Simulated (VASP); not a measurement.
# TiO₂: relaxation of the atoms, by relaxation method

TiO₂, P1 (no. 1), 12 atoms in the cell. PBE, relaxation of the atoms; PAW potentials Ti_sv, O (PBE set).

| Relaxation method | Ionic steps | Electronic steps | Largest force left (eV/Å) | Energy gained (eV/atom) | Time (s) |
|---|---|---|---|---|---|
| conjugate gradient, POTIM 0.5 | 27 | 198 | 0.0164 | -0.1244 | 289 |
| quasi-Newton, POTIM 0.5 | 13 | 121 | 0.0165 | -0.1244 | 157 |
| damped dynamics, POTIM 0.2, SMASS 0.4 | 27 | 248 | 0.0172 | -0.1244 | 350 |

Limits: the start was distorted on purpose (atoms moved at random), so the space group given is the start's and not the crystal's.

## Input of the first row

INCAR:
```
  ALGO = Normal
  EDIFF = 1E-6
  EDIFFG = -0.02
  ENCUT = 500
  IBRION = 2
  ISIF = 2
  ISMEAR = 0
  KPAR = 8
  LASPH = True
  LCHARG = False
  LREAL = False
  LWAVE = False
  NELM = 100
  NSW = 150
  POTIM = 0.5
  PREC = Normal
  SIGMA = 0.05
```

KPOINTS:
```
k-points
0
Gamma
  5 5 3
```

POSCAR:
```
TiO2
1.0
    6.1535771931     -1.8834685000      0.0000000000
    6.1535771931      1.8834685000      0.0000000000
   -1.9283261078      0.0000000000      6.3289668713
Ti O
4 8
Direct
    0.8894920000      0.9163130000      0.2911610000
    0.1740840000      0.2039860000      0.2865900000
    0.0888630000      0.1068380000      0.7123310000
    0.8088050000      0.8064490000      0.7201640000
    0.3619740000      0.3525810000      0.2860610000
    0.2676470000      0.2657070000      0.6472400000
    0.8695510000      0.8566890000      0.9933220000
    0.7149060000      0.7591060000      0.3564620000
    0.9628480000      0.8899610000      0.6260490000
    0.1288980000      0.1333560000      0.0050300000
    0.6718160000      0.6275100000      0.7004110000
    0.0611150000      0.0815020000      0.3751790000
```

Commands:
```
cat potpaw_PBE.64/Ti_sv/POTCAR potpaw_PBE.64/O/POTCAR > POTCAR
mpirun -np 8 vasp_std > vasp.out
```

Changes of the last row against the first:
```
- IBRION = 2
- POTIM = 0.5
+ IBRION = 3
+ POTIM = 0.2
+ SMASS = 0.4
```

VASP 6.6.1 took 289 s on 8 cores (Intel Xeon 6975P-C (Granite Rapids)), a shared host.
